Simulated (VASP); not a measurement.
# Te (C2/m) in VASP: notebook, part 3 of 3

VASP 6.6.1. The steps go on from the part before.

**6. Single point, PBE**

The input, INCAR:

```
ADDGRID = F
ALGO = Normal
EDIFF = 1E-6
ENCUT = 340
GGA = PE
ISIF = 2
ISMEAR = 0
LASPH = T
LCHARG = F
LREAL = F
LWAVE = F
NBANDS = 16
NELM = 100
PREC = Accurate
SIGMA = 0.05
```

The input, KPOINTS:

```
k-points
0
Gamma
  7 7 5
```

The input, POSCAR:

```
Te
1.0
    3.8202894285     -2.1482026000      0.0000000000
    3.8202894285      2.1482026000      0.0000000000
   -0.0942908673      0.0000000000      5.9760906531
Te
3
Direct
    0.0000000000      0.0000000000      0.0000000000
    0.3094466100      0.3094466100      0.3388094900
    0.6905533900      0.6905533900      0.6611905100
```

Potentials or basis: VASP PAW PBE potentials, release 64 (Te).

On the command line:

```bash
$ cat potpaw_PBE.64/Te/POTCAR > POTCAR
$ mpirun -np 1 vasp_std > vasp.out
```

OUTCAR:

```text
EDIFF = 1E-6
   ENCUT = 340
   GGA = PE
   ISIF = 2
   ISMEAR = 0
   LASPH = T
   LREAL = F
   NELM = 100
   PREC = Accurate

 Found     72 irreducible k-points:

 Following reciprocal coordinates:
            Coordinates               Weight
  0.000000  0.000000  0.000000      1.000000
  0.142857  0.000000  0.000000      4.000000
  0.285714  0.000000  0.000000      4.000000
  0.428571  0.000000  0.000000      4.000000
  0.142857  0.142857  0.000000      2.000000
  0.285714  0.142857  0.000000      4.000000
   k-points           NKPTS =     72   k-points in BZ     NKDIM =     72   number of bands    NBANDS=     16
   number of dos      NEDOS =    301   number of ions     NIONS =      3
   total plane-waves  NPLWV =  28224
   dimension x,y,z NGX =    28 NGY =   28 NGZ =   36
   dimension x,y,z NGXF=    56 NGYF=   56 NGZF=   72
   ions per type =               3
   NGX,Y,Z   is equivalent  to a cutoff of  10.62, 10.62, 10.01 a.u.
   NGXF,Y,Z  is equivalent  to a cutoff of  21.24, 21.24, 20.03 a.u.
 SYSTEM =  unknown system
   PREC   = accura    normal or accurate (medium, high low for compatibility)
   ISTART =      0    job   : 0-new  1-cont  2-samecut
   ICHARG =      2    charge: 1-file 2-atom 10-const
   ISPIN  =      1    spin polarized calculation?
   LNONCOLLINEAR =      F non collinear calculations
   LSORBIT =      F    spin-orbit coupling
   LASPH  =      T    aspherical Exc in radial PAW
   ENCUT  =  340.0 eV  24.99 Ry    5.00 a.u.   6.59  6.59  8.99*2*pi/ulx,y,z
   NELM   =    100;   NELMIN=  2; NELMDL= -5     # of ELM steps
   EDIFF  = 0.1E-05   stopping-criterion for ELM
   LREAL  =      F    real-space projection
   EDIFFG = 0.1E-04   stopping-criterion for IOM
   NSW    =      0    number of steps for IOM
   IBRION =     -1    ionic relax: 0-MD 1-quasi-New 2-CG
   NFREE  =      0    steps in history (QN), initial steepest desc. (CG)
   ISIF   =      2    stress and relaxation
   ISYM   =      2    0-nonsym 1-usesym 2-fastsym
   POTIM  = 0.5000    time-step for ionic-motion
   TEBEG  =    0.0;   TEEND  =   0.0 temperature during run
   PSTRESS=    0.0 pullay stress
   NELECT =      18.0000    total number of electrons
   NUPDOWN=      -1.0000    fix difference up-down
   EMIN   =  10.00;   EMAX   =-10.00  energy-range for DOS
   EFERMI =   0.00;   METHOD = LEGACY
   ISMEAR =     0;   SIGMA  =   0.05  broadening in eV -4-tet -1-fermi 0-gaus
   EFERMI_NEDOS =   21; number of points for ismear=-14 and -15
   IALGO  =     38    algorithm
   IMIX   =      4    mixing-type and parameters
     AMIX     =   0.40;   BMIX     =  1.00
     AMIX_MAG =   1.60;   BMIX_MAG =  1.00
  volume/ion in A,a.u.               =      32.70       220.64
  Fermi-wavevector in a.u.,A,eV,Ry     =   0.930307  1.758025 11.775440  0.865470
  Thomas-Fermi vector in A             =   2.056681
   LORBIT       =      0    0 simple, 1 ext, 2 COOP (PROOUT), +10 PAW based schemes
   GGA     = PE    functional components
   LHFCALC =     F    Hartree Fock is set to
   AEXX    =    0.0000 exact exchange contribution
   IVDW    =     0    specifies the selected vdW correction
   LEPSILON=     F    determine dielectric tensor
   LRPA    =     F    only Hartree local field effects (RPA)
 non-spin polarized calculation
 Gauss-broadening in eV      SIGMA  =   0.05
  energy-cutoff  :      340.00
  volume of cell :       98.09
 maximum number of plane-waves:      1421
   NGX = 13   NGY = 13   NGZ = 17

 number of electron      18.0000002 magnetization

 Free energy of the ion-electron system (eV)
  ---------------------------------------------------
  ext. energy  EPLUGINS =         0.00000000
  ---------------------------------------------------
  free energy    TOTEN  =        -9.29653028 eV

  energy without entropy =       -9.29552424  energy(sigma->0) =       -9.29602726

 E-fermi :   6.4822     XC(G=0):  -9.2802

 val. band max:        6.4574667411   @ k =   0.4286   0.2857   0.2000
 cond. band min:       6.4854265221   @ k =   0.0000   0.0000   0.4000
 fundamental gap:      0.0279597810
 Fermi energy:         6.4822475195

 k-point     1 :       0.0000    0.0000    0.0000
  band No.  band energies     occupation
      1      -7.2277      2.00000
      2      -4.0333      2.00000
      3      -3.8937      2.00000
      4       3.7225      2.00000
      5       3.7434      2.00000
      6       4.2196      2.00000
[... 8 lines left out ...]
     15      12.5413      0.00000
     16      12.5619      0.00000

 k-point     2 :       0.1429    0.0000    0.0000
  band No.  band energies     occupation
      1      -7.0579      2.00000
      2      -4.0158      2.00000
      3      -3.9014      2.00000
      4       2.4865      2.00000
      5       3.1050      2.00000
      6       3.5017      2.00000
[... 8 lines left out ...]
     15      12.4121      0.00000
     16      12.9972      0.00000

 k-point     3 :       0.2857    0.0000    0.0000
  band No.  band energies     occupation
      1      -6.5654      2.00000
      2      -4.2586      2.00000
      3      -3.8054      2.00000
      4       1.5779      2.00000
      5       2.2892      2.00000
      6       2.8398      2.00000
[... 8 lines left out ...]
     15      13.0607      0.00000
     16      14.1203      0.00000

 k-point     4 :       0.4286    0.0000    0.0000
  band No.  band energies     occupation
      1      -5.8186      2.00000
      2      -4.9268      2.00000
      3      -3.6856      2.00000
      4       1.6126      2.00000
      5       1.8550      2.00000
      6       2.4619      2.00000
[... 8 lines left out ...]
     15      14.6426      0.00000
     16      15.3296      0.00000

 k-point     5 :       0.1429    0.1429    0.0000
  band No.  band energies     occupation
      1      -7.0717      2.00000
      2      -4.0572      2.00000
      3      -3.8577      2.00000
      4       2.4467      2.00000
      5       3.2721      2.00000
      6       3.3581      2.00000
[... 8 lines left out ...]
     15      12.5760      0.00000
     16      13.1355      0.00000

 k-point     6 :       0.2857    0.1429    0.0000
  band No.  band energies     occupation
      1      -6.7550      2.00000
      2      -4.1010      2.00000
      3      -3.8800      2.00000
      4       1.9088      2.00000
      5       2.0250      2.00000
      6       3.7028      2.00000
[... 8 lines left out ...]
     15      13.1918      0.00000
     16      13.8332      0.00000

 [... further k-points ...]

------------------------ aborting loop because EDIFF is reached ----------------------------------------

  FORCE on cell =-STRESS in cart. coord.  units (eV):
  Direction    XX          YY          ZZ          XY          YZ          ZX
  --------------------------------------------------------------------------------------
  -------------------------------------------------------------------------------------
  Total        0.3388713      0.3837074      0.3649066      0.0000000      0.0000000      0.0258820
  in kB        5.5351162      6.2674674      5.9603748      0.0000000      0.0000000      0.4227564
  external PRESSURE =       5.9209862 kB  Pullay stress =       0.0000000 kB

 VOLUME and BASIS-vectors are now :
 -----------------------------------------------------------------------------
  energy-cutoff  :      340.00
  volume of cell :       98.09
      direct lattice vectors                 reciprocal lattice vectors
     3.820289429 -2.148202600  0.000000000     0.130880136 -0.232752721  0.002065029
     3.820289429  2.148202600  0.000000000     0.130880136  0.232752721  0.002065029
    -0.094290867  0.000000000  5.976090653     0.000000000  0.000000000  0.167333472

 POSITION                                       TOTAL-FORCE (eV/Angst)
 -----------------------------------------------------------------------------------
      0.00000      0.00000      0.00000         0.000000      0.000000     -0.000000
      2.33240      0.00000      2.02476         0.091060      0.000000     -0.031031
      5.21388      0.00000      3.95133        -0.091060      0.000000      0.031031
 -----------------------------------------------------------------------------------
    total drift:                               -0.000000      0.000000     -0.000000

  FREE ENERGIE OF THE ION-ELECTRON SYSTEM (eV)
  ---------------------------------------------------
  free  energy   TOTEN  =        -9.2965302786 eV

  energy  without entropy=       -9.2955242350  energy(sigma->0) =       -9.29602726
```

stdout:

```text
POSCAR found type information on POSCAR Te
 POSCAR found :  1 types and       3 ions
 scaLAPACK will be used
 LDA part: xc-table for (Slater+PW92), standard interpolation
 POSCAR, INCAR and KPOINTS ok, starting setup
 FFT: planning ... GRIDC
 FFT: planning ... GRID_SOFT
 FFT: planning ... GRID
 WAVECAR not read
 entering main loop
```

Wall time 44 s (1 thread of AMD EPYC 7R13 (Zen 3), shared host); peak memory 0.16 GiB.

The run converged, but some of its settings lie outside the range that counts as converged, so its numbers aren't taken as properties of the crystal.

Results:

| Quantity | Value |
| --- | --- |
| Free energy | -9.2965 eV |
| Pressure | 0.6 GPa |
| Largest force | 0.096 eV/Å |
| Band gap on the k mesh | 0.03 eV, indirect (least direct gap 0.19 eV) |

Caveat: spin-orbit coupling is left out, which moves the levels of the heavy elements; an odd mesh through Γ misses points on the zone boundary, where band edges often lie.
